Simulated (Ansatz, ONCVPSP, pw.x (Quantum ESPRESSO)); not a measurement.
Ga: does the ONCV potential hold in the solid?

Ga (Z = 31), optimised norm-conserving Vanderbilt (ONCV), made with ONCVPSP 4.0.1 (LDA (Perdew-Wang 92), scalar-relativistic). Core [Ar] 3d10, reference 4s2 4p1. Waves: 4s: rc 1.95 bohr, ncon 4, nbas 8, qcut 4.2 1/bohr, 2 projectors, debl 0.6 Ha; 4p: rc 2.85 bohr, ncon 4, nbas 9, qcut 3 1/bohr, 2 projectors, debl 1.6 Ha. Local part: polynomial inside 1.55 bohr (lpopt 1, dvloc0 0 Ha). Core correction: Teter function, fcfact 5, rcfact 1.6.

Atomic tests: cutoffs needed: 7.1 Ha and 10 Ha (the cutoffs (Ha) at which the residual kinetic energy of the hardest occupied pseudo-wave falls to 1 and 0.1 mHa per electron); ghost test: no bound ghost flagged; no localised positive-energy state flagged; largest excitation error: -373 meV (all-electron minus pseudo) for 4s1 4p0, out of 4 test configurations.

Crystal test: fcc Ga in pw.x 7.5, no spin, 14³ k-points, Fermi–Dirac smearing 0.01 Ry, cutoffs 50/200 Ry. The reference is all-electron LAPW (Ansatz 0.2.0) with the same functional, mesh and smearing; V0 and B0 come from Birch–Murnaghan fits to the pressures at five volumes. Errors are pseudo minus all-electron; Δ is the rms difference of the E(V) curves that follow from these fits, minima aligned, over ±6 % about the mean V0. Mesh and smearing are coarse, so the numbers serve the comparison and aren't converged zero-temperature values; the lattice is a test structure that the element need not adopt.

All-electron: a0 = 4.093 Å (V0 = 17.15 Å³/atom), B0 = 65.0 GPa.

Q: How far does the potential miss the all-electron equation of state?

A: mean pressure error (GPa): -14.24. The pressure does not cross zero within the volumes sampled, so no fit is given. The largest radius (2.85 bohr) exceeds half the bond length (2.74 bohr), so the spheres overlap, which is one possible source of error among others. This is a poor potential for the solid.

| V (Å³/atom) | P all-electron (GPa) | P pseudo (GPa) |
| --- | --- | --- |
| 16.293 | 3.76 | -13.05 |
| 16.721 | 1.73 | -13.64 |
| 17.150 | -0.02 | -14.12 |
| 17.579 | -1.53 | -14.48 |
| 18.008 | -2.83 | -14.76 |

Q: At the middle volume, how do free energy and pressure move when the wave cutoff is lowered (ecutrho kept at four times it)?

A:

| cutoff (Ry) | shift of F (meV/atom) | shift of P (GPa) |
| --- | --- | --- |
| 22 | +3.4 | -0.01 |
| 30 | +1.3 | -0.02 |
| 40 | +0.8 | +0.01 |

The run at the middle volume (104 k-points, 6 iterations) took about 4.8 s on one core of a shared host (Intel(R) Xeon(R) Platinum 8488C, 192 threads, 744 GiB, load 54).
